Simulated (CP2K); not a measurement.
Write the native input for CP2K 2026.2 that does the following.

| Property | Result |
| --- | --- |
| Task | single point |
| Functional | PBE |
| Potentials or basis | GTH_POTENTIALS Ta GTH-PBE-q13; DZVP-MOLOPT-SR-GTH basis |
| Density cutoff | 6123 eV |
| k mesh | 11 × 11 × 11 |
| Occupations | fermi-dirac, width 0.05 eV |
| Spin | no spin polarisation |
| SCF solver | diagonalisation with k points |
| Quickstep method | GPW |
| EPS_DEFAULT | 1.0E-10 |
| EPS_SCF | 1.0E-6 |
| MAX_SCF | 100 |
| SCF_GUESS | ATOMIC |
| k points reduced by the point group | yes |
| Mesh centred on Gamma | yes |
| CHOLESKY | OFF |
| EPS_EIGVAL | 1.0E-7 |
| MIXING METHOD | BROYDEN_MIXING |
| MIXING ALPHA | 0.4 |
| NBUFFER | 8 |
| NGRIDS | 5 |
| Basis sets | Ta DZVP-MOLOPT-SR-GTH-q13 |
| Potentials | Ta GTH-PBE-q13 of GTH_POTENTIALS |
| ADDED_MOS | [11] |
| REL_CUTOFF (Ry) | 60 Ry |
| MIXING BETA (1/bohr) | 1.5 1/bohr |
| CUTOFF of the grids | 450 Ry |

Crystal: Ta.

```
CELL_PARAMETERS angstrom
2.87829 0.00000 0.00000
-1.08580 2.66277 0.00000
-0.95391 -1.34057 2.34800
ATOMIC_POSITIONS crystal
Ta 0.00000 0.00000 0.00000
```

One way to write it, as run:

ta_scf.inp

```
&GLOBAL
  PROJECT ta_scf
  RUN_TYPE ENERGY_FORCE
  PRINT_LEVEL LOW
&END GLOBAL
&FORCE_EVAL
  METHOD QS
  STRESS_TENSOR ANALYTICAL
  &DFT
    BASIS_SET_FILE_NAME BASIS_MOLOPT
    POTENTIAL_FILE_NAME GTH_POTENTIALS
    &MGRID
      CUTOFF 450
      REL_CUTOFF 60
      NGRIDS 5
    &END MGRID
    &QS
      METHOD GPW
      EPS_DEFAULT 1.0E-10
    &END QS
    &KPOINTS
      SCHEME MONKHORST-PACK 11 11 11
      GAMMA_CENTERED T
      SYMMETRY T
      SYMMETRY_BACKEND SPGLIB
    &END KPOINTS
    &SCF
      SCF_GUESS ATOMIC
      EPS_SCF 1.0E-6
      MAX_SCF 100
      ADDED_MOS 11
      CHOLESKY OFF
      EPS_EIGVAL 1.0E-7
      &DIAGONALIZATION ON
        ALGORITHM STANDARD
      &END DIAGONALIZATION
      &MIXING ON
        METHOD BROYDEN_MIXING
        ALPHA 0.4
        BETA 1.5
        NBUFFER 8
      &END MIXING
      &SMEAR ON
        METHOD FERMI_DIRAC
        ELECTRONIC_TEMPERATURE [K] 580.226
      &END SMEAR
    &END SCF
    &XC
      &XC_FUNCTIONAL
        &GGA_X_PBE
        &END GGA_X_PBE
        &GGA_C_PBE
        &END GGA_C_PBE
      &END XC_FUNCTIONAL
    &END XC
    &PRINT
      &KPOINTS ON
      &END KPOINTS
      &MULLIKEN ON
      &END MULLIKEN
      &MO ON
        ENERGIES T
        OCCUPATION_NUMBERS T
        &EACH
          QS_SCF 0
        &END EACH
        ADD_LAST NUMERIC
      &END MO
    &END PRINT
  &END DFT
  &SUBSYS
    &CELL
      A 2.8782911762 0.0000000000 0.0000000000
      B -1.0857993472 2.6627698303 0.0000000000
      C -0.9539140321 -1.3405748876 2.3479963283
      PERIODIC XYZ
    &END CELL
    &COORD
      SCALED
      Ta  0.0000000000 0.0000000000 0.0000000000
    &END COORD
    &KIND Ta
      BASIS_SET DZVP-MOLOPT-SR-GTH-q13
      POTENTIAL GTH-PBE-q13
    &END KIND
    &PRINT
      &ATOMIC_COORDINATES ON
      &END ATOMIC_COORDINATES
      &CELL ON
      &END CELL
    &END PRINT
  &END SUBSYS
  &PRINT
    &FORCES ON
    &END FORCES
    &STRESS_TENSOR ON
    &END STRESS_TENSOR
  &END PRINT
&END FORCE_EVAL
```

Potentials or basis: GTH_POTENTIALS Ta GTH-PBE-q13; DZVP-MOLOPT-SR-GTH basis.

Launch:

```console
$ OMP_NUM_THREADS=1 cp2k.psmp -i ta_scf.inp -o ta_scf.out
```

It gave:

The pressure is 1.8 GPa. The band gap on the k mesh is none (metal or under the smearing width).

Caveat: the basis of atomic orbitals isn't converged, which shifts pressures, moduli and gaps.

Wall time 95 s on 1 thread of Arm Neoverse V2 (shared host), peak memory 0.27 GiB.
